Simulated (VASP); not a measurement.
# Pt (Fm-3m) in VASP: density of states with PBE

Aim: the density of states of Pt with PBE.

Program: VASP 6.6.1. These are calculated values, not measurements. Logs are shortened: lines on timing, memory, paths and dates and some standing lists are left out, and cuts for length are marked.

### 1 The crystal as given

The structure is cubic, space group Fm-3m (No. 225). The conventional cell has a = 3.967 Å, b = 3.967 Å, c = 3.967 Å, α = 90.00°, β = 90.00°, γ = 90.00°. Pt (site symmetry m-3m) has 12 Pt at 2.81 Å as nearest neighbours.

### 2 Density of states, PBE

POSCAR reads:

```
Pt                                      
1.0
    0.0000000000      1.9836944835      1.9836944835
    1.9836944835      0.0000000000      1.9836944835
    1.9836944835      1.9836944835      0.0000000000
  Pt            
     1
Direct
     0.0000000000000000    0.0000000000000000    0.0000000000000000
```

INCAR.step1 reads:

```
PREC     = Accurate       # precision mode
ENCUT    = 520            # plane-wave cutoff, eV
EDIFF    = 1E-7           # SCF threshold, eV
ISMEAR   = 0              # smearing method
SIGMA    = 0.1            # smearing width, eV
LREAL    = F              # projectors in reciprocal space
LASPH    = T              # aspherical terms in the spheres
NELM     = 100            # most SCF steps
ALGO     = Normal         # electronic algorithm
ISIF     = 2              # what is computed and relaxed
LWAVE    = F              # write WAVECAR
LCHARG   = T              # write CHGCAR
LMAXMIX  = 4              # l up to which the mixer works
GGA      = PE             # functional
NBANDS   = 11             # bands
```

KPOINTS.step1 reads:

```
Automatic mesh
0
Gamma
  26 26 26
```

INCAR.step2 reads:

```
PREC     = Accurate       # precision mode
ENCUT    = 520            # plane-wave cutoff, eV
EDIFF    = 1E-7           # SCF threshold, eV
ISMEAR   = -5             # smearing method
SIGMA    = 0.1            # smearing width, eV
LREAL    = F              # projectors in reciprocal space
LASPH    = T              # aspherical terms in the spheres
NELM     = 100            # most SCF steps
ALGO     = Normal         # electronic algorithm
ISIF     = 2              # what is computed and relaxed
LWAVE    = F              # write WAVECAR
LCHARG   = F              # write CHGCAR
LMAXMIX  = 4              # l up to which the mixer works
GGA      = PE             # functional
LORBIT   = 11             # projections on sites
NBANDS   = 11             # bands
NEDOS    = 1001           # points of the DOS
ICHARG   = 11             # starting density
```

KPOINTS.step2 reads:

```
Automatic mesh
0
Gamma
  39 39 39
```

Potentials or basis: VASP PAW PBE potentials, release 64 (Pt).

Command:

```sh
$ cat potpaw_PBE.64/Pt/POTCAR > POTCAR
$ cp INCAR.step1 INCAR
$ cp KPOINTS.step1 KPOINTS
$ mpirun -np 1 vasp_std > vasp.out
$ cp INCAR.step2 INCAR
$ cp KPOINTS.step2 KPOINTS
$ mpirun -np 1 vasp_std > vasp.out
```

OUTCAR:

```text
PREC = Accurate
   ENCUT = 520
   EDIFF = 1E-7
   ISMEAR = -5
   LREAL = F
   LASPH = T
   NELM = 100
   ISIF = 2
   GGA = PE
   LORBIT = 11
   ICHARG = 11

 ion  position               nearest neighbor table
   1  0.000  0.000  0.000-

  LATTYP: Found a face centered cubic cell.
 ALAT       =     3.9673889670

  Lattice vectors:

 A1 = (   0.0000000000,   1.9836944835,   1.9836944835)
 A2 = (   1.9836944835,   0.0000000000,   1.9836944835)
 A3 = (   1.9836944835,   1.9836944835,   0.0000000000)

Analysis of symmetry for initial positions (statically):
=====================================================================
 Subroutine PRICEL returns:
 Original cell was already a primitive cell.

 Routine SETGRP: Setting up the symmetry group for a
 face centered cubic supercell.

 Subroutine GETGRP returns: Found 48 space group operations
 (whereof 48 operations were pure point group operations)
 out of a pool of 48 trial point group operations.

The static configuration has the point symmetry O_h .

Analysis of symmetry for dynamics (positions and initial velocities):
=====================================================================
 Subroutine PRICEL returns:
 Original cell was already a primitive cell.

 Routine SETGRP: Setting up the symmetry group for a
 face centered cubic supercell.

 Subroutine GETGRP returns: Found 48 space group operations
 (whereof 48 operations were pure point group operations)
 out of a pool of 48 trial point group operations.

The dynamic configuration has the point symmetry O_h .

 Subroutine INISYM returns: Found 48 space group operations
 (whereof 48 operations are pure point group operations),
 and found     1 'primitive' translations

----------------------------------------------------------------------------------------

                                     Primitive cell

  volume of cell :      15.6118

  direct lattice vectors                    reciprocal lattice vectors
     0.000000000  1.983694484  1.983694484    -0.252054943  0.252054943  0.252054943
     1.983694484  0.000000000  1.983694484     0.252054943 -0.252054943  0.252054943
     1.983694484  1.983694484  0.000000000     0.252054943  0.252054943 -0.252054943

  length of vectors
     2.805367642  2.805367642  2.805367642     0.436571968  0.436571968  0.436571968

  position of ions in fractional coordinates (direct lattice)
     0.000000000  0.000000000  0.000000000

  ion indices of the primitive-cell ions
   primitive index   ion index
                 1           1

----------------------------------------------------------------------------------------

 KPOINTS: Automatic mesh

Automatic generation of k-mesh.
 Grid dimensions read from file:
 generate k-points for:   39   39   39

 Generating k-lattice:

  Cartesian coordinates                     Fractional coordinates (reciprocal lattice)
    -0.006462947  0.006462947  0.006462947     0.025641026  0.000000000  0.000000000
     0.006462947 -0.006462947  0.006462947     0.000000000  0.025641026  0.000000000
     0.006462947  0.006462947 -0.006462947     0.000000000  0.000000000  0.025641026

  Length of vectors
     0.011194153  0.011194153  0.011194153

  Shift w.r.t. Gamma in fractional coordinates (k-lattice)
     0.000000000  0.000000000  0.000000000

 TETIRR: Found   7810 inequivalent tetrahedra from   355914

 Subroutine IBZKPT returns following result:
 ===========================================

 Found   1540 irreducible k-points:

 Following reciprocal coordinates:
            Coordinates               Weight
  0.000000  0.000000  0.000000      1.000000
  0.025641  0.000000  0.000000      8.000000
  0.051282  0.000000  0.000000      8.000000
  0.076923  0.000000  0.000000      8.000000
  0.102564  0.000000  0.000000      8.000000
  0.128205  0.000000  0.000000      8.000000
[... 16 lines left out ...]
  0.076923  0.025641  0.000000     24.000000
  0.102564  0.025641  0.000000     24.000000
 [... further k-points ...]
   k-points           NKPTS =   1540   k-points in BZ     NKDIM =   1540   number of bands    NBANDS=     11
   number of dos      NEDOS =   1001   number of ions     NIONS =      1
   total plane-waves  NPLWV =  13824
   dimension x,y,z NGX =    24 NGY =   24 NGZ =   24
   dimension x,y,z NGXF=    48 NGYF=   48 NGZF=   48
   ions per type =               1
   NGX,Y,Z   is equivalent  to a cutoff of  14.22, 14.22, 14.22 a.u.
   NGXF,Y,Z  is equivalent  to a cutoff of  28.44, 28.44, 28.44 a.u.
 SYSTEM =  unknown system
   PREC   = accura    normal or accurate (medium, high low for compatibility)
   ISTART =      0    job   : 0-new  1-cont  2-samecut
   ICHARG =     11    charge: 1-file 2-atom 10-const
   ISPIN  =      1    spin polarized calculation?
   LNONCOLLINEAR =      F non collinear calculations
   LSORBIT =      F    spin-orbit coupling
   LASPH  =      T    aspherical Exc in radial PAW
   ENCUT  =  520.0 eV  38.22 Ry    6.18 a.u.   5.22  5.22  5.22*2*pi/ulx,y,z
   NELM   =    100;   NELMIN=  2; NELMDL=  0     # of ELM steps
   EDIFF  = 0.1E-06   stopping-criterion for ELM
   LREAL  =      F    real-space projection
   EDIFFG = 0.1E-05   stopping-criterion for IOM
   NSW    =      0    number of steps for IOM
   IBRION =     -1    ionic relax: 0-MD 1-quasi-New 2-CG
   NFREE  =      0    steps in history (QN), initial steepest desc. (CG)
   ISIF   =      2    stress and relaxation
   ISYM   =      2    0-nonsym 1-usesym 2-fastsym
   POTIM  = 0.5000    time-step for ionic-motion
   TEBEG  =    0.0;   TEEND  =   0.0 temperature during run
   PSTRESS=    0.0 pullay stress
   NELECT =      10.0000    total number of electrons
   NUPDOWN=      -1.0000    fix difference up-down
   EMIN   =  10.00;   EMAX   =-10.00  energy-range for DOS
   EFERMI =   0.00;   METHOD = LEGACY
   ISMEAR =    -5;   SIGMA  =   0.10  broadening in eV -4-tet -1-fermi 0-gaus
   EFERMI_NEDOS =   21; number of points for ismear=-14 and -15
   IALGO  =     38    algorithm
   IMIX   =      4    mixing-type and parameters
     AMIX     =   0.40;   BMIX     =  1.00
     AMIX_MAG =   1.60;   BMIX_MAG =  1.00
  volume/ion in A,a.u.               =      15.61       105.35
  Fermi-wavevector in a.u.,A,eV,Ry     =   1.411205  2.666790 27.095989  1.991499
  Thomas-Fermi vector in A             =   2.533080
   LORBIT       =     11    0 simple, 1 ext, 2 COOP (PROOUT), +10 PAW based schemes
   GGA     = PE    functional components
   LHFCALC =     F    Hartree Fock is set to
   AEXX    =    0.0000 exact exchange contribution
   IVDW    =     0    specifies the selected vdW correction
   LEPSILON=     F    determine dielectric tensor
   LRPA    =     F    only Hartree local field effects (RPA)
 non-spin polarized calculation
 Fermi weights with tetrahedron method with Bloechl corrections
  energy-cutoff  :      520.00
  volume of cell :       15.61
 maximum number of plane-waves:       444
 NGX is ok and might be reduce to    24

 number of electron      10.0000002 magnetization

 Free energy of the ion-electron system (eV)
  ---------------------------------------------------
  ext. energy  EPLUGINS =         0.00000000
  ---------------------------------------------------
  free energy    TOTEN  =        -6.09771027 eV

  energy without entropy =       -6.09771027  energy(sigma->0) =       -6.09771027

 E-fermi :  10.5985     XC(G=0): -13.2837

 val. band max:       10.6132733824   @ k =   0.4359   0.1282   0.0000
 cond. band min:      10.5535338452   @ k =   0.4359   0.0256   0.0000
 fundamental gap:     -0.0597395372
 Fermi energy:        10.5984619641

 k-point     1 :       0.0000    0.0000    0.0000
  band No.  band energies     occupation
      1       0.7792      2.00000
      2       7.0296      2.00000
      3       7.0296      2.00000
      4       7.0296      2.00000
      5       9.0647      2.00000
      6       9.0647      2.00000
      7      25.3423      0.00000
      8      30.1137      0.00000
      9      30.1137      0.00000
     10      30.1137      0.00000
     11      35.3333      0.00000

 k-point     2 :       0.0256    0.0000    0.0000
  band No.  band energies     occupation
      1       0.8050      2.00000
      2       7.0181      2.00000
      3       7.0400      2.00000
      4       7.0400      2.00000
      5       9.0589      2.00000
      6       9.0589      2.00000
      7      25.3820      0.00000
      8      29.9559      0.00000
      9      30.1524      0.00000
     10      30.1524      0.00000
     11      35.5066      0.00000

 k-point     3 :       0.0513    0.0000    0.0000
  band No.  band energies     occupation
      1       0.8819      2.00000
      2       6.9847      2.00000
      3       7.0702      2.00000
      4       7.0702      2.00000
      5       9.0422      2.00000
      6       9.0422      2.00000
      7      25.4989      0.00000
      8      29.5358      0.00000
      9      30.2676      0.00000
     10      30.2676      0.00000
     11      35.9579      0.00000
[... 267 lines left out ...]
 k-point    23 :       0.0769    0.0256    0.0000
  band No.  band energies     occupation
      1       0.9835      2.00000
      2       6.9298      2.00000
      3       7.1119      2.00000
      4       7.1193      2.00000
      5       8.9715      2.00000
      6       9.0715      2.00000
      7      25.6511      0.00000
      8      29.1526      0.00000
      9      30.2793      0.00000
     10      30.4411      0.00000
     11      36.4627      0.00000

 k-point    24 :       0.1026    0.0256    0.0000
  band No.  band energies     occupation
      1       1.1418      2.00000
      2       6.8674      2.00000
      3       7.1675      2.00000
      4       7.1782      2.00000
      5       8.9289      2.00000
      6       9.0613      2.00000
      7      25.8773      0.00000
      8      28.5137      0.00000
      9      30.4656      0.00000
     10      30.7222      0.00000
     11      36.8484      0.00000

 [... further k-points ...]

------------------------ aborting loop because EDIFF is reached ----------------------------------------

  FORCE on cell =-STRESS in cart. coord.  units (eV):
  Direction    XX          YY          ZZ          XY          YZ          ZX
  --------------------------------------------------------------------------------------
  -------------------------------------------------------------------------------------
  Total        0.0050105      0.0050105      0.0050105      0.0000000      0.0000000      0.0000000
  in kB        0.5142015      0.5142015      0.5142015      0.0000000      0.0000000      0.0000000
  external PRESSURE =       0.5142015 kB  Pullay stress =       0.0000000 kB

 VOLUME and BASIS-vectors are now :
 -----------------------------------------------------------------------------
  energy-cutoff  :      520.00
  volume of cell :       15.61
      direct lattice vectors                 reciprocal lattice vectors
     0.000000000  1.983694484  1.983694484    -0.252054943  0.252054943  0.252054943
     1.983694484  0.000000000  1.983694484     0.252054943 -0.252054943  0.252054943
     1.983694484  1.983694484  0.000000000     0.252054943  0.252054943 -0.252054943

 POSITION                                       TOTAL-FORCE (eV/Angst)
 -----------------------------------------------------------------------------------
      0.00000      0.00000      0.00000         0.000000      0.000000      0.000000
 -----------------------------------------------------------------------------------
    total drift:                               -0.000000      0.000000      0.000000

  FREE ENERGIE OF THE ION-ELECTRON SYSTEM (eV)
  ---------------------------------------------------
  free  energy   TOTEN  =        -6.0977102724 eV

  energy  without entropy=       -6.0977102724  energy(sigma->0) =       -6.09771027

 total charge

# of ion       s       p       d       tot
------------------------------------------
    1        0.620   0.570   8.020   9.210
```

Wall time 2.1 min (1 thread of Intel Xeon Platinum 8488C (Sapphire Rapids), shared host); peak memory 0.38 GiB.

What came out:

```yaml
Valence_electrons_inside_the_program's_atomic_spheres: Pt 9.21
```

Levels at points of the mesh, in eV from the Fermi level:
| k point | band 1 | band 2 | band 3 | band 4 | band 5 | band 6 | band 7 | band 8 | band 9 | band 10 |
| --- | --- | --- | --- | --- | --- | --- | --- | --- | --- | --- |
| (0.00, 0.00, 0.00) | -9.82 | -3.57 | -3.57 | -3.57 | -1.53 | -1.53 | 14.74 | 19.52 | 19.52 | 19.52 |

States per cell in windows of 1 eV (zero at the Fermi level; states under -8 eV left out):
```csv
from (eV),total,Pt1_d,Pt1_p,Pt1_s
-8.0,0.19,0.03,0.02,0.10
-7.0,0.88,0.49,0.05,0.22
-6.0,1.30,1.00,0.07,0.10
-5.0,1.41,1.16,0.10,0.02
-4.0,1.98,1.66,0.14,0.04
-3.0,1.29,1.09,0.09,0.02
-2.0,1.37,1.22,0.06,0.02
-1.0,1.48,1.39,0.03,0.01
0.0,0.76,0.69,0.03,0.02
1.0,0.28,0.18,0.05,0.03
2.0,0.29,0.15,0.07,0.04
3.0,0.26,0.11,0.08,0.04
4.0,0.22,0.08,0.07,0.05
5.0,0.33,0.10,0.06,0.13
6.0,0.30,0.08,0.09,0.09
7.0,0.33,0.08,0.11,0.10
```

Caveat: tetrahedron occupations give inexact forces and stress in metals.
